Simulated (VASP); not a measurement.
# Zn: convergence, self-consistent run

Zn, I4/mmm (no. 139), 1 atom in the cell. RPBE; PAW potentials Zn (PBE set). VASP 6.6.1.

Wanted: energy within 2 meV/atom; stress within 0.2 GPa.

What the run is for: all; Accuracy asked: standard.

POSCAR:
```
Zn
1.0
    0.0000000000      1.9647760000      1.9451282400
    1.9647760000      0.0000000000      1.9451282400
    1.9647760000      1.9647760000      0.0000000000
Zn
1
Direct
    0.0000000000      0.0000000000      0.0000000000
```

The series start from Plane-wave cutoff (eV): 360; Smearing width (eV): 0.1; k-point mesh: 16 × 16 × 16; Precision mode (PREC): Accurate; Electronic threshold (eV): 1e-6; Bands in all (NBANDS): 15; Aspherical gradient terms in the spheres (LASPH): yes; Electronic algorithm: ALGO=Normal; Density mixing: defaults; Support grid and gradient cutoff: ADDGRID=False GGA_COMPAT=False. Each series keeps the choices made before it, and each single choice may use up half of a tolerance.

## Plane-wave cutoff (eV)

| Plane-wave cutoff (eV) | Energy less reference (meV/atom) | Stress, largest deviation (GPa) | SCF iterations | Time (s) |
|---|---|---|---|---|
| 220 | 190.6 | 41.63 | 11 | 36 |
| 280 | 3.4 | 1.57 | 10 | 30 |
| 320 | -2.0 | 0.11 | 10 | 34 |
| 360 | -0.1 | 0.61 | 10 | 49 |
| 410 | 0.5 | 0.57 | 10 | 46 |
| 480 | -0.7 | 0.08 | 10 | 58 |
| 580 | -0.7 | 0.03 | 10 | 93 |
| 720 (reference) | 0.0 | 0.00 | 10 | 94 |

Chosen: 480, the loosest value from which every tighter one stays within half of the tolerance.

## Smearing width (eV)

| Smearing width (eV) | Energy less reference (meV/atom) | Stress, largest deviation (GPa) | SCF iterations | Time (s) |
|---|---|---|---|---|
| 0.4 | 0.0 | 0.25 | 10 | 68 |
| 0.3 | 0.2 | 0.43 | 10 | 67 |
| 0.2 | 0.0 | 0.45 | 10 | 63 |
| 0.15 | 0.0 | 0.34 | 10 | 62 |
| 0.1 | 0.0 | 0.20 | 10 | 58 |
| 0.05 (reference) | 0.0 | 0.00 | 10 | 65 |

Chosen: 0.05; the next looser run is off by more than half of the tolerance, so convergence isn't shown beyond this value.

## k-point mesh

| k-point mesh | Energy less reference (meV/atom) | Stress, largest deviation (GPa) | SCF iterations | Time (s) |
|---|---|---|---|---|
| 5 × 5 × 5 | 72.6 | 4.42 | 11 | 6.0 |
| 7 × 7 × 7 | -51.2 | 1.14 | 10 | 9.3 |
| 8 × 8 × 8 | 6.7 | 0.67 | 10 | 16 |
| 10 × 10 × 10 | -0.2 | 2.39 | 10 | 20 |
| 13 × 13 × 13 | -1.0 | 0.40 | 10 | 35 |
| 16 × 16 × 16 | 4.7 | 0.37 | 10 | 65 |
| 19 × 19 × 19 | 1.3 | 0.29 | 10 | 85 |
| 23 × 23 × 23 (reference) | 0.0 | 0.00 | 10 | 113 |

Chosen: 23 × 23 × 23; the next looser run is off by more than half of the tolerance, so convergence isn't shown beyond this value.

## Precision mode (PREC)

| Precision mode (PREC) | Energy less reference (meV/atom) | Stress, largest deviation (GPa) | SCF iterations | Time (s) |
|---|---|---|---|---|
| Low | -5.6 | 0.22 | 10 | 56 |
| SingleN | -5.6 | 0.22 | 10 | 84 |
| Normal | 0.2 | 0.03 | 10 | 94 |
| Accurate (reference) | 0.0 | 0.00 | 10 | 113 |

Chosen: Normal.

## Electronic threshold (eV)

| Electronic threshold (eV) | Energy less reference (meV/atom) | Stress, largest deviation (GPa) | SCF iterations | Time (s) |
|---|---|---|---|---|
| 0.001 | 0.0 | 0.44 | 8 | 69 |
| 0.0001 | 0.0 | 0.65 | 9 | 83 |
| 1e-5 | 0.0 | 0.03 | 10 | 86 |
| 1e-6 | 0.0 | 0.04 | 10 | 94 |
| 1e-7 | 0.0 | 0.00 | 12 | 102 |
| 1e-8 (reference) | 0.0 | 0.00 | 13 | 116 |

Chosen: 1e-5.

## Bands in all (NBANDS)

| Bands in all (NBANDS) | Energy less reference (meV/atom) | Stress, largest deviation (GPa) | SCF iterations | Time (s) |
|---|---|---|---|---|
| 7 | 0.0 | 0.02 | 10 | 38 |
| 8 | 0.0 | 0.00 | 10 | 48 |
| 10 | 0.0 | 0.01 | 10 | 65 |
| 12 | 0.0 | 0.00 | 10 | 71 |
| 15 | 0.0 | 0.00 | 10 | 86 |
| 24 (reference) | 0.0 | 0.00 | 10 | 159 |

Chosen: 7.

## Aspherical gradient terms in the spheres (LASPH)

| Aspherical gradient terms in the spheres (LASPH) | Energy less reference (meV/atom) | Stress, largest deviation (GPa) | SCF iterations | Time (s) |
|---|---|---|---|---|
| yes | 0.0 | 0.00 | 10 | 38 |
| no | 0.0 | 0.00 | 10 | 45 |

Chosen: yes; no other choice that stays within half of the tolerance saves 30 % of the time.

## Electronic algorithm

| Electronic algorithm | Energy less reference (meV/atom) | Stress, largest deviation (GPa) | SCF iterations | Time (s) |
|---|---|---|---|---|
| ALGO=Normal | 0.0 | 0.00 | 10 | 38 |
| ALGO=Fast | 0.0 | 0.21 | 11 | 52 |
| ALGO=VeryFast | 0.0 | 0.22 | 17 | 68 |
| ALGO=All ISEARCH=1 | 0.0 | 0.03 | 12 | 56 |
| ALGO=All ISEARCH=0 | 0.0 | 0.00 | 12 | 53 |
| ALGO=Damped TIME=0.4 | 0.0 | 0.45 | 18 | 85 |
| ALGO=Damped TIME=0.1 | 0.0 | 1.37 | 24 | 95 |
| ALGO=Old Fast | 0.0 | 0.27 | 10 | 54 |

Chosen: ALGO=Normal.

## Density mixing

| Density mixing | Energy less reference (meV/atom) | Stress, largest deviation (GPa) | SCF iterations | Time (s) |
|---|---|---|---|---|
| defaults | 0.0 | 0.00 | 10 | 38 |
| MIXPRE=0 | 0.0 | 0.00 | 10 | 45 |
| AMIX=0.1 | 0.0 | 0.43 | 10 | 43 |
| AMIX=0.8 | 0.0 | 0.05 | 11 | 49 |
| MIXPRE=2 | 0.0 | 0.01 | 10 | 42 |
| BMIX=2.0 | 0.0 | 0.21 | 10 | 50 |
| AMIX=0.6 | 0.0 | 0.02 | 10 | 48 |

Chosen: defaults.

## Support grid and gradient cutoff

| Support grid and gradient cutoff | Energy less reference (meV/atom) | Stress, largest deviation (GPa) | SCF iterations | Time (s) |
|---|---|---|---|---|
| ADDGRID=False GGA_COMPAT=False | 0.0 | 0.00 | 10 | 38 |
| ADDGRID=True GGA_COMPAT=False | 0.0 | 0.03 | 10 | 50 |
| ADDGRID=False GGA_COMPAT=True | -0.2 | 0.01 | 10 | 49 |

Chosen: ADDGRID=False GGA_COMPAT=False.

## All choices together

| Input | Energy less reference (meV/atom) | Stress, largest deviation (GPa) | Time (s) |
|---|---|---|---|
| the program's defaults (naive) | 134.7 | 4.93 | 1.8 |
| chosen settings | -0.5 | 0.05 | 38 |
| reference settings throughout | 0.0 | 0.00 | 580 |

The chosen settings stay within the tolerance of the reference run, but the reference itself isn't shown to be converged in: Smearing width (eV), k-point mesh.

Values of the reference run: Stress: 4.002, 0, 0, 0, 4.002, 0, 0, 0, 4.577 GPa.

## The input

INCAR:
```
SYSTEM = Zn
ADDGRID = .FALSE.
ALGO = Normal
EDIFF = 1E-5
ENCUT = 480
GGA = RP
GGA_COMPAT = .FALSE.
ISIF = 2
ISMEAR = 2
LASPH = .TRUE.
LCHARG = .FALSE.
LREAL = .FALSE.
LWAVE = .FALSE.
NBANDS = 7
NELM = 120
PREC = Normal
SIGMA = 0.05
```

KPOINTS:
```
Automatic mesh
0
Gamma
  23 23 23
  0 0 0
```

Commands:
```
cat potpaw_PBE.64/Zn/POTCAR > POTCAR
mpirun -np 1 vasp_std > vasp.out
```

The chosen input took VASP 6.6.1 38 s on 1 core (AMD EPYC 7R43 (Zen 3)), a shared host.

## An input that fails: damping step far too long

The electronic loop stops at its limit of 93 steps.

Changes against the starting input:
```
- ALGO = Normal
- NELM = 120
+ ALGO = Damped
+ NELM = 93
+ TIME = 2.0
```
